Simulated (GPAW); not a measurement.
# FeO (Wuestite) (Fm-3m) in GPAW: further runs

Aim: see how the results for FeO (Wuestite) move with the level of theory and the settings. Levels: r2SCAN, PBEint, RPBE+D3, optB88-vdW. Tasks: band structure, equation of state.

Everything below comes from runs of GPAW 26.7.0. Logs are shortened: lines on timing, memory, paths and dates and some standing lists are left out, and cuts for length are marked. The log counts tension as positive stress, the text compression.

**Measured values to compare with.**

“W\"ustite: Electric, thermodynamic and optical properties of FeO”, 2012, arxiv:1203.1201 quotes, for a bulk crystal of FeO: band gap 2.4 eV (optical).

The results are compared with them further down.

## Step 1: Starting point

It takes space group Fm-3m (No. 225, cubic). Conventional cell: a = 4.311 Å, b = 4.311 Å, c = 4.311 Å, α = 90.00°, β = 90.00°, γ = 90.00°. Fe (site symmetry m-3m) has 6 O at 2.16 Å as nearest neighbours. O (site symmetry m-3m) has 6 Fe at 2.16 Å as nearest neighbours.

## Step 2: Band structure, r2SCAN, collinear spin, ferromagnetic start

Input file run.py:

```python
from ase import Atoms
from ase.dft.bandgap import bandgap
from ase.io import write
from ase.units import GPa
from gpaw import GPAW, PW

atoms = Atoms(['Fe', 'O'],
              cell=[[0.0, 2.1554, 2.1554],
                    [2.1554, 0.0, 2.1554],
                    [2.1554, 2.1554, 0.0]],
              scaled_positions=[[0.0, 0.0, 0.0],
                                [0.5, 0.5, 0.5]],
              pbc=True)
atoms.set_initial_magnetic_moments([3.0, 0.0])

calc = GPAW(mode=PW(800),
            xc='MGGA_X_R2SCAN+MGGA_C_R2SCAN',
            kpts={'size': (9, 9, 9), 'gamma': True},
            occupations={'name': 'fermi-dirac', 'width': 0.05},
            nbands=17,
            convergence={'density': 1e-05, 'energy': 1e-05},
            maxiter=150,
            txt='gpaw.txt')
atoms.calc = calc
energy = atoms.get_potential_energy()
forces = atoms.get_forces()
stress = atoms.get_stress()
calc.write('gs.gpw')
write('result.traj', atoms)
print(f'Energy: {energy:.6f} eV')
print('Forces (eV/A):')
print(forces.round(4))
print('Stress (GPa):', (stress / GPa).round(3))
print('Moments:', calc.get_magnetic_moments().round(3))
print('Fermi level:', round(calc.get_fermi_level(), 4), 'eV')
print(f'Gap: {bandgap(calc)[0]:.4f} eV, direct: {bandgap(calc, direct=True)[0]:.4f} eV')

path = atoms.cell.bandpath('GXWKGLUWLK,UX', npoints=60, eps=1e-4)
bs_calc = calc.fixed_density(kpts=path, symmetry='off', nbands=26,
                             convergence={'bands': 'CBM+6.0', 'eigenstates': 1e-6}, txt='bands.txt')
bs = bs_calc.band_structure()
bs.write('bs.json')
print(f'Gap on the path: {bandgap(bs_calc)[0]:.4f} eV')
```

Potentials or basis: GPAW PAW data sets (gpaw-data 1.2.1), pw.

Command:

```console
$ OMP_NUM_THREADS=1 python run.py
```

gpaw.txt:

```text
__  _  _
 | _ |_)|_||  |
 |__||  | ||/\| - 26.7.0

Input parameters:
  mode=PW(ecut=800.0),
  convergence={'density': 1e-05, 'energy': 1e-05},
  kpts=MonkhorstPack(size=(9, 9, 9), gamma=True),
  maxiter=150,
  nbands=17,
  occupations=Occupations(name='fermi-dirac', width=0.05),
  xc=XC(name='MGGA_X_R2SCAN+MGGA_C_R2SCAN')

Diagonalizing LCAO Hamiltonian
Converting LCAO to pw mode

              O

       Fe

Atoms  # Å, Bohr magnetons
|   | symbol |        x |        y |        z |    initial magnetic moments |
|---|--------|----------|----------|----------|-----------------------------|
| 0 |     Fe | 0.000000 | 0.000000 | 0.000000 | ( 0.0000,  0.0000,  3.0000) |
| 1 |      O | 2.155400 | 2.155400 | 2.155400 | ( 0.0000,  0.0000,  0.0000) |

Unit cell  # Å
| periodic |        x |        y |        z |  lengths |    angles |
|----------|----------|----------|----------|----------|-----------|
|      yes | 0.000000 | 2.155400 | 2.155400 | 3.048196 | 60.000000 |
|      yes | 2.155400 | 0.000000 | 2.155400 | 3.048196 | 60.000000 |
|      yes | 2.155400 | 2.155400 | 0.000000 | 3.048196 | 60.000000 |

Number of symmetries: 48
Symmetry operations  # r_c * U_cc + t_c -> r_c
|    | kind |            matrix            |
|----|------|------------------------------|
|  0 |  σ   |  1, 0, 0,  1, 0,-1,  1,-1, 0 |
|  1 |  C2  |  1, 0, 0,  1,-1, 0,  1, 0,-1 |
|  2 |  E   |  1, 0, 0,  0, 1, 0,  0, 0, 1 |
|  3 |  σ   |  1, 0, 0,  0, 0, 1,  0, 1, 0 |
|  4 |  C4  |  1, 0,-1,  1, 0, 0,  1,-1, 0 |
|  5 |  S6  |  1, 0,-1,  1,-1, 0,  1, 0, 0 |
|  6 |  σ   |  1, 0,-1,  0, 1,-1,  0, 0,-1 |
|  7 |  C3  |  1, 0,-1,  0, 0,-1,  0, 1,-1 |
|  8 |  S6  |  1,-1, 0,  1, 0, 0,  1, 0,-1 |
|  9 |  C4  |  1,-1, 0,  1, 0,-1,  1, 0, 0 |
| 10 |  C3  |  1,-1, 0,  0,-1, 1,  0,-1, 0 |
| 11 |  σ   |  1,-1, 0,  0,-1, 0,  0,-1, 1 |
| 12 |  σ   |  0, 1, 0,  1, 0, 0,  0, 0, 1 |
| 13 |  C4  |  0, 1, 0,  0, 1,-1, -1, 1, 0 |
| 14 |  C3  |  0, 1, 0,  0, 0, 1,  1, 0, 0 |
| 15 |  S6  |  0, 1, 0, -1, 1, 0,  0, 1,-1 |
| 16 |  C2  |  0, 1,-1,  1, 0,-1,  0, 0,-1 |
| 17 |  σ   |  0, 1,-1,  0, 1, 0, -1, 1, 0 |
| 18 |  S4  |  0, 1,-1,  0, 0,-1,  1, 0,-1 |
| 19 |  C4  |  0, 1,-1, -1, 1, 0,  0, 1, 0 |
| 20 |  C3  |  0, 0, 1,  1, 0, 0,  0, 1, 0 |
| 21 |  σ   |  0, 0, 1,  0, 1, 0,  1, 0, 0 |
| 22 |  S6  |  0, 0, 1,  0,-1, 1, -1, 0, 1 |
| 23 |  C4  |  0, 0, 1, -1, 0, 1,  0,-1, 1 |
| 24 |  S4  |  0, 0,-1,  1, 0,-1,  0, 1,-1 |
| 25 |  C3  |  0, 0,-1,  0, 1,-1,  1, 0,-1 |
| 26 |  C2  |  0, 0,-1,  0,-1, 0, -1, 0, 0 |
| 27 |  S6  |  0, 0,-1, -1, 0, 0,  0,-1, 0 |
| 28 |  S4  |  0,-1, 1,  1,-1, 0,  0,-1, 0 |
| 29 |  C4  |  0,-1, 1,  0, 0, 1, -1, 0, 1 |
| 30 |  C2  |  0,-1, 1,  0,-1, 0,  1,-1, 0 |
| 31 |  σ   |  0,-1, 1, -1, 0, 1,  0, 0, 1 |
| 32 |  C3  |  0,-1, 0,  1,-1, 0,  0,-1, 1 |
| 33 |  S6  |  0,-1, 0,  0, 0,-1, -1, 0, 0 |
| 34 |  S4  |  0,-1, 0,  0,-1, 1,  1,-1, 0 |
| 35 |  C2  |  0,-1, 0, -1, 0, 0,  0, 0,-1 |
| 36 |  C2  | -1, 1, 0,  0, 1, 0,  0, 1,-1 |
| 37 |  S6  | -1, 1, 0,  0, 1,-1,  0, 1, 0 |
| 38 |  S4  | -1, 1, 0, -1, 0, 1, -1, 0, 0 |
| 39 |  C3  | -1, 1, 0, -1, 0, 0, -1, 0, 1 |
| 40 |  S6  | -1, 0, 1,  0, 0, 1,  0,-1, 1 |
| 41 |  C2  | -1, 0, 1,  0,-1, 1,  0, 0, 1 |
| 42 |  C3  | -1, 0, 1, -1, 1, 0, -1, 0, 0 |
| 43 |  S4  | -1, 0, 1, -1, 0, 0, -1, 1, 0 |
| 44 |  C2  | -1, 0, 0,  0, 0,-1,  0,-1, 0 |
| 45 |  i   | -1, 0, 0,  0,-1, 0,  0, 0,-1 |
| 46 |  σ   | -1, 0, 0, -1, 1, 0, -1, 0, 1 |
| 47 |  C2  | -1, 0, 0, -1, 0, 1, -1, 1, 0 |

BZ-sampling:
  Number of BZ points: 729
  Number of IBZ points: 35

  Monkhorst-Pack size: [9, 9, 9]
  Monkhorst-Pack shift: [0, 0, 0]

K-points  # in reciprocal-cell coordinates
|     |                                coordinates |     weight |
|-----|--------------------------------------------|------------|
|   0 | (  0.00000000,   0.00000000,   0.00000000) | 0.00137174 |
|   1 | (  0.11111111,   0.11111111,   0.00000000) | 0.00823045 |
|   2 | (  0.11111111,   0.11111111,   0.11111111) | 0.01097394 |
|   3 | (  0.22222222,   0.11111111,   0.11111111) | 0.01646091 |
|   4 | (  0.22222222,   0.22222222,   0.00000000) | 0.00823045 |
|   5 | (  0.22222222,   0.22222222,   0.11111111) | 0.03292181 |
|   6 | (  0.22222222,   0.22222222,   0.22222222) | 0.01097394 |
|   7 | (  0.33333333,   0.22222222,   0.11111111) | 0.03292181 |
|   8 | (  0.33333333,   0.22222222,   0.22222222) | 0.03292181 |
|   9 | (  0.33333333,   0.33333333,  -0.33333333) | 0.01646091 |
| ... |                                            |            |
|  34 | (  0.44444444,   0.44444444,   0.44444444) | 0.01097394 |

Plane wave coefficients: 1039
Cutoff: 800.0 eV

Spin-components: 2 (collinear spins)
Bands:           17
Projectors:      11
Spin-degeneracy: 1
Datatype:        complex128

Parallelization:
  kpt:    1
  domain: 1
  band:   1

Density:
  Valence electrons: 14.0
  Components: 2
  Grid points: [20 20 20]
  Charge: 0.0  # |e|

Potential:
  Grid points: [20 20 20]

species:
  Fe:
    name:    Iron
    Z:       26.0
    valence: 8
    core:    18
    charge:  0.0  # [|e|]
    compensation charges:
      type: gauss
      rc: 0.33  # [Å]
      lmax: 2
    cutoffs:
      filter: 2.06  # [Å]
      core: 2.67  # [Å]
    projectors
    | kind |    occ | energy [eV] | rcut [Å] |
    |------|--------|-------------|----------|
    |   4s |  2.000 |      -5.291 |    1.164 |
    |   4p |  0.000 |      -1.326 |    1.058 |
    |   3d |  6.000 |      -7.505 |    1.058 |
    |    s |        |      21.920 |    1.164 |
    |    p |        |      25.885 |    1.058 |
    |    d |        |      19.706 |    1.058 |

    Using partial waves for Fe as LCAO basis

  O:
    name:    Oxygen
    Z:       8.0
    valence: 6
    core:    2
    charge:  0.0  # [|e|]
    compensation charges:
      type: gauss
      rc: 0.21  # [Å]
      lmax: 2
    cutoffs:
      filter: 1.17  # [Å]
      core: 0.83  # [Å]
    projectors
    | kind |    occ | energy [eV] | rcut [Å] |
    |------|--------|-------------|----------|
    |   2s |  2.000 |     -23.961 |    0.688 |
    |   2p |  4.000 |      -9.029 |    0.598 |
    |    s |        |       3.251 |    0.688 |
    |    p |        |      18.182 |    0.598 |
    |    d |        |       0.000 |    0.619 |

    Using partial waves for O as LCAO basis

Reference energy: -36660.306901  # eV

eigensolver:
  PPCG
  Converge bands: occupied
  niter=2

density mixing:
  MSR1-Mixer
  Pratt-step length: 0.05
  Maximum mixing coefficient: 0.75
  Old densities: 10
  SVD Regularization: 0.005
  Good broyden scale: 1.0
  Trust region scale: 1.0
  Backstep threshold: 4.0
  History deletion threshold: 6.0
  Fourier metric: weight=20.0, sigma=0.015

occupation numbers:
  Fermi-Dirac:
    width: 0.0500  # eV

poisson solver:
  ecut: 6400.0  # eV

xc functional:
  name: MGGA_X_R2SCAN+MGGA_C_R2SCAN with 2 nearest neighbor stencil

convergence criteria:
- Maximum integral of absolute [dens]ity change: 1e-05 electrons / valence electron
- Maximum [total energy] change in last 3 cyles: 1e-05 eV / valence electron
- Maximum integral of absolute [eigenst]ate change: 4e-08 eV^2 / valence electron
maximum number of iterations: 150

SCF iterations
|iter     | |      energy | eigst |  dens |  magmom |
|---------|-|-------------|-------|-------|---------|
|iter:   1| |  -25.663537 | +0.04 |       |  +3.0024|
|iter:   2| |  -22.990057 | -1.12 | -0.73 |  +3.0543|
|iter:   3| |  -23.637642 | -0.99 | -0.73 |  +3.5877|
|iter:   4| |  -23.037451 | -1.43 | -0.97 |  +3.7440|
|iter:   5| |  -23.040918 | -2.37 | -1.40 |  +3.8699|
|iter:   6| |  -23.047111 | -2.88 | -1.74 |  +3.9974|
|iter:   7| |  -23.047144 | -4.72 | -2.53 |  +3.9993|
|iter:   8| |  -23.047188c| -5.29 | -2.94 |  +4.0024|
|iter:   9| |  -23.047190c| -6.94 | -3.80 |  +4.0026|
|iter:  10| |  -23.047191c| -7.18 | -4.09 |  +4.0027|
|iter:  11| |  -23.047191c| -7.52c| -4.71 |  +4.0027|
|iter:  12| |  -23.047191c| -8.23c| -5.40c|  +4.0027|

Converged in 12 steps
Energy contributions relative to reference atoms: (reference = -36660.306901)

Energy contributions:
  Kinetic:          31.232311
  Coulomb:         -26.938002
  Zero:              0.169061
  External:          0.000000
  Xc:              -27.505689
  Entropy:          -0.009742
  Spinorbit:         0.000000
  ----------------------------
  Free energy:     -23.052062
  Extrapolated:    -23.047191

dipole moment: (-10.305319, -10.305319, -10.305319)  # |e|*Ang

Total magnetic moment: (0.000000, 0.000000, 4.002682)

Local magnetic moments
|        x |        y |        z |
|----------|----------|----------|
| 0.000000 | 0.000000 | 3.614957 |  # Fe   0
| 0.000000 | 0.000000 | 0.226162 |  # O    1

Fermi level: 9.649
Eigenvalues  # (at kpt = [0.000, 0.000, 0.000])
| band index |      eig [eV] | occ [0-1] |      eig [eV] | occ [0-1] |
|------------|---------------|-----------|---------------|-----------|
|          0 |       -12.789 |     1.000 |       -12.263 |     1.000 |
|          1 |         4.769 |     1.000 |         5.650 |     1.000 |
|          2 |         4.769 |     1.000 |         5.650 |     1.000 |
|          3 |         4.769 |     1.000 |         5.650 |     1.000 |
|          4 |         4.871 |     1.000 |         8.908 |     1.000 |
|          5 |         4.871 |     1.000 |         8.908 |     1.000 |
[... 9 lines left out ...]
|         15 |        30.331 |     0.000 |        32.466 |     0.000 |
|         16 |        30.332 |     0.000 |        32.466 |     0.000 |

No gap
No difference between direct/indirect transitions

Forces  # eV/Ang
|        x |        y |        z |
|----------|----------|----------|
| -0.00000 |  0.00000 | -0.00000 |  # Fe   0
| -0.00000 | -0.00000 | -0.00000 |  # O    1

Stress tensor  # eV/Ang^3
|        x |        y |        z |
|----------|----------|----------|
| 0.029897 | 0.000000 | 0.000000 |
| 0.000000 | 0.029897 | 0.000000 |
| 0.000000 | 0.000000 | 0.029897 |

# Writing to gs.gpw (mode='')
```

Wall time 76 s (1 thread of Intel Xeon Platinum 8488C (Sapphire Rapids), shared host); peak memory 0.34 GiB.

What came out:

```yaml
Free_energy: -23.0521 eV
Pressure: -4.8 GPa
Band_gap_along_the_path: none (metal or under the smearing width)
Net_moment: 4.00 μB per cell
Site_moments: Fe +3.62; O +0.23 μB
```

Levels at the corners of the path, in eV from the Fermi level:
Spin up:
| point | band 6 | band 7 | band 8 | band 9 | band 10 |
| --- | --- | --- | --- | --- | --- |
| Γ | -4.78 | -4.66 | -4.66 | -4.66 | -0.19 |
| X | -4.41 | -3.92 | -3.84 | -3.84 | 5.12 |
| W | -4.00 | -4.00 | -3.84 | -2.69 | 7.35 |
| K | -3.97 | -3.66 | -3.51 | -2.68 | 6.67 |
| Γ | -4.78 | -4.66 | -4.66 | -4.66 | -0.19 |
| L | -4.11 | -3.48 | -1.25 | -1.25 | 3.95 |
| U | -3.97 | -3.66 | -3.51 | -2.68 | 6.67 |
| W | -4.00 | -4.00 | -3.84 | -2.69 | 7.35 |
| L | -4.11 | -3.48 | -1.25 | -1.25 | 3.95 |
| K | -3.97 | -3.66 | -3.51 | -2.68 | 6.67 |
| U | -3.97 | -3.66 | -3.51 | -2.68 | 6.67 |
| X | -4.41 | -3.92 | -3.84 | -3.84 | 5.12 |
Spin down:
| point | band 2 | band 3 | band 4 | band 5 | band 6 | band 7 | band 8 | band 9 |
| --- | --- | --- | --- | --- | --- | --- | --- | --- |
| Γ | -4.00 | -4.00 | -4.00 | -0.74 | -0.74 | -0.74 | 0.59 | 0.59 |
| X | -7.76 | -5.23 | -5.23 | -2.20 | 0.83 | 0.83 | 1.19 | 1.61 |
| W | -6.91 | -6.91 | -6.26 | -0.05 | -0.05 | 0.84 | 1.52 | 2.26 |
| K | -7.34 | -6.88 | -5.57 | -0.84 | 0.64 | 0.73 | 1.76 | 2.20 |
| Γ | -4.00 | -4.00 | -4.00 | -0.74 | -0.74 | -0.74 | 0.59 | 0.59 |
| L | -8.80 | -5.80 | -5.80 | 0.47 | 0.47 | 0.64 | 3.23 | 3.23 |
| U | -7.34 | -6.88 | -5.57 | -0.84 | 0.64 | 0.73 | 1.76 | 2.20 |
| W | -6.91 | -6.91 | -6.26 | -0.05 | -0.05 | 0.84 | 1.52 | 2.26 |
| L | -8.80 | -5.80 | -5.80 | 0.47 | 0.47 | 0.64 | 3.23 | 3.23 |
| K | -7.34 | -6.88 | -5.57 | -0.84 | 0.64 | 0.73 | 1.76 | 2.20 |
| U | -7.34 | -6.88 | -5.57 | -0.84 | 0.64 | 0.73 | 1.76 | 2.20 |
| X | -7.76 | -5.23 | -5.23 | -2.20 | 0.83 | 0.83 | 1.19 | 1.61 |

Caveat: the PAW data sets were made with another functional, which shifts forces and pressure a little; a cell with one magnetic atom can't hold antiferromagnetic order, which such compounds often take; semilocal functionals often make such compounds metallic where correlation or magnetic order opens a gap, which also shifts bond lengths.

(Part 1 of 2 ends here.)
